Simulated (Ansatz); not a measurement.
# BAs: equation of state with RPBE

**Measured values to compare with.**

“Basic Physical Properties of Cubic Boron Arsenide”, 2019, arxiv:1911.11281 quotes, for a bulk crystal of BAs: bulk modulus 148 GPa.

Crystal: BAs.

```
As B
1.0
     0.00000    2.38850    2.38850
     2.38850    0.00000    2.38850
     2.38850    2.38850    0.00000
As B
1 1
Cartesian
  3.5827 3.5827 3.5827
  0.0000 0.0000 0.0000
```

```yaml
Program: Ansatz 0.2.0
Task: equation of state
Functional: RPBE
Potentials_or_basis: Ansatz PAW
Cutoff: 420 eV
Density_cutoff: 1680 eV
k_mesh: 10 × 10 × 10
Occupations: fermi-dirac, width 0.05 eV
Spin: no spin polarisation
```

The equilibrium volume is 14.18 Å³/atom and the bulk modulus is 125 GPa. The pressure derivative of the bulk modulus is 4.1.

Energy against volume, from the lowest point:
```tsv
volume (Å³/atom)	energy (meV/atom)
12.809	61.70
13.081	38.27
13.354	20.95
13.626	9.12
13.899	2.30
14.171	0.00
14.444	1.80
```

All runs of the series together: 8.6 s on 2 threads of AMD EPYC 7R43 64-Core Processor (Zen 3) (shared host).

Against the measured bulk modulus of BAs, 148 GPa (quoted in “Basic Physical Properties of Cubic Boron Arsenide”, 2019, arxiv:1911.11281), the calculated 125 GPa is off by -15.7 %. The fit is for a static lattice scaled at fixed shape and fixed fractional positions.

Caveat: the potentials were made for another functional, which shifts forces and pressure. RPBE and its kin give volumes clearly too large for solids.
